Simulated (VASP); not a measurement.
# AlN: molecular dynamics with a thermostat

AlN, Fm-3m (no. 225), 8 atoms in the cell. PBE, molecular dynamics; PAW potentials Al, N (PBE set).

Ensemble: Nose-Hoover chain; Target temperature (K): 600.

## Input

INCAR:
```
GGA = PE
PREC = Normal
ENCUT = 400
EDIFF = 1E-6
NELMIN = 4
NELM = 60
ALGO = Normal
LREAL = Auto
LASPH = True
ISMEAR = 0
SIGMA = 0.05
ISYM = 0
LWAVE = False
LCHARG = False
IBRION = 0
NSW = 60
POTIM = 1.0
TEBEG = 600
ISIF = 2
RANDOM_SEED = 679196 0 0
MDALGO = 4
NHC_NCHAINS = 3
NHC_PERIOD = 30
KPAR = 2
```

KPOINTS:
```
k-points
0
Gamma
  3 3 3
```

POSCAR:
```
AlN
1.0
    4.0690360000      0.0000000000      0.0000000000
    0.0000000000      4.0690360000      0.0000000000
    0.0000000000      0.0000000000      4.0690360000
Al N
4 4
Direct
    0.5000000000      0.0000000000      0.0000000000
    0.5000000000      0.5000000000      0.5000000000
    0.0000000000      0.0000000000      0.5000000000
    0.0000000000      0.5000000000      0.0000000000
    0.0000000000      0.0000000000      0.0000000000
    0.0000000000      0.5000000000      0.5000000000
    0.5000000000      0.0000000000      0.5000000000
    0.5000000000      0.5000000000      0.0000000000
```

Commands:
```
cat potpaw_PBE.64/Al/POTCAR potpaw_PBE.64/N/POTCAR > POTCAR
mpirun -np 2 vasp_std > vasp.out
```

## Result

- Mean temperature (K): 395
- Rise of the mean potential energy above the start (meV/atom): 40.6
- Electronic steps per ionic step after the first: 4.1

Course of the run:

| Time (fs) | Temperature (K) | Potential energy less the first (meV/atom) |
|---|---|---|
| 1 | 600 | 0.0 |
| 6 | 469 | 14.9 |
| 10 | 266 | 38.3 |
| 15 | 109 | 56.8 |
| 19 | 142 | 53.9 |
| 24 | 304 | 38.8 |
| 28 | 403 | 32.7 |
| 33 | 407 | 39.9 |
| 37 | 367 | 49.8 |
| 42 | 377 | 54.2 |
| 46 | 455 | 49.4 |
| 51 | 569 | 41.5 |
| 55 | 605 | 40.8 |
| 60 | 590 | 45.9 |

REPORT:
```
MDALGO =   4
           NHC_NCHAINS =   3
            NHC_PERIOD =    30
            NHC_NRESPA =    1
                NHC_NS =  1
               SCALING =       0
                 CNEXP =     9.000   14.000
           RANDOM_SEED =            679196                0                0

   original number of atomic DOF:         21
   number of independent constraints:      0
   number of active DOF:                  21

========================================
         MD step No.       1
========================================

  Atomic velocities initialized by STEP_tb

  >Nose-Hoover_chains
                       xs       vs(fs^-1)
   nhc_s>  -0.66200456E-11  -0.26477424E-10
   nhc_s>  -0.13889371E-03  -0.55559414E-03
   nhc_s>  -0.13888889E-03  -0.55547839E-03

  >Energies
                    E_tot             E_pot             E_kin               EPS                ES
   e_b>   -0.57653795E+02   -0.58196690E+02    0.54289527E+00    0.14361312E-04   -0.14362566E-04

  >Temperature
               T_sim     T_inst
   tmprt>    600.000    600.000

           RANDOM_SEED =            679196               48                0

[... steps left out ...]

========================================
         MD step No.      60
========================================

  >Nose-Hoover_chains
                       xs       vs(fs^-1)
   nhc_s>  -0.53260745E+00  -0.44098214E-02
   nhc_s>   0.16876510E+01   0.41580820E-01
   nhc_s>  -0.73453398E-01   0.61308830E-01

  >Energies
                    E_tot             E_pot             E_kin               EPS                ES
   e_b>   -0.57652859E+02   -0.57829441E+02    0.53423678E+00    0.13718454E+00   -0.49483918E+00

  >Temperature
               T_sim     T_inst
   tmprt>    600.000    590.431

           RANDOM_SEED =            679196               48                0
```

OSZICAR:
```
N       E                     dE             d eps       ncg     rms          rms(c)
DAV:   1     0.948744075632E+02    0.94874E+02   -0.12900E+04   588   0.112E+03
DAV:   2    -0.587072104954E+02   -0.15358E+03   -0.14729E+03   845   0.224E+02
DAV:   3    -0.650103340037E+02   -0.63031E+01   -0.62765E+01   718   0.509E+01
DAV:   4    -0.650590691759E+02   -0.48735E-01   -0.48679E-01   708   0.496E+00
DAV:   5    -0.650598559226E+02   -0.78675E-03   -0.78666E-03   683   0.618E-01    0.150E+01
DAV:   6    -0.582707234415E+02    0.67891E+01   -0.27892E+01   658   0.290E+01    0.546E+00
DAV:   7    -0.582193973736E+02    0.51326E-01   -0.78267E-01   703   0.528E+00    0.374E+00
DAV:   8    -0.581986651347E+02    0.20732E-01   -0.65220E-02   668   0.200E+00    0.422E-01
DAV:   9    -0.581964619367E+02    0.22032E-02   -0.99639E-03   718   0.573E-01    0.290E-01
DAV:  10    -0.581967693369E+02   -0.30740E-03   -0.15000E-03   688   0.241E-01    0.140E-01
DAV:  11    -0.581966908917E+02    0.78445E-04   -0.32111E-04   698   0.103E-01    0.239E-02
DAV:  12    -0.581966903646E+02    0.52709E-06   -0.67905E-06   658   0.185E-02
[... left out ...]
     58 T=   600. E= -.57650320E+02 F= -.57847648E+02 E0= -.57847648E+02  EK= 0.54509E+00 SP= -.50E+00 SK= 0.15E+00
     59 T=   595. E= -.57650417E+02 F= -.57838499E+02 E0= -.57838499E+02  EK= 0.54091E+00 SP= -.50E+00 SK= 0.14E+00
[... last step whole ...]
       N       E                     dE             d eps       ncg     rms          rms(c)
DAV:   1    -0.578294091180E+02    0.90901E-02   -0.61568E-04   863   0.149E+00    0.646E-03
DAV:   2    -0.578294416076E+02   -0.32490E-04   -0.32704E-04   678   0.134E-01    0.554E-03
DAV:   3    -0.578294416398E+02   -0.32249E-07   -0.25948E-06   603   0.118E-02    0.416E-03
DAV:   4    -0.578294414968E+02    0.14304E-06   -0.35922E-07   454   0.486E-03
     60 T=   590. E= -.57650520E+02 F= -.57829441E+02 E0= -.57829441E+02  EK= 0.53658E+00 SP= -.49E+00 SK= 0.14E+00
```

Limits: 60 fs of 8 atoms are too short for converged averages; the cell is only 4.1 Å across, so each atom moves in step with near copies of itself.

VASP 6.6.1 took 114 s on 2 cores (Intel Xeon Platinum 8488C (Sapphire Rapids)), a shared host.
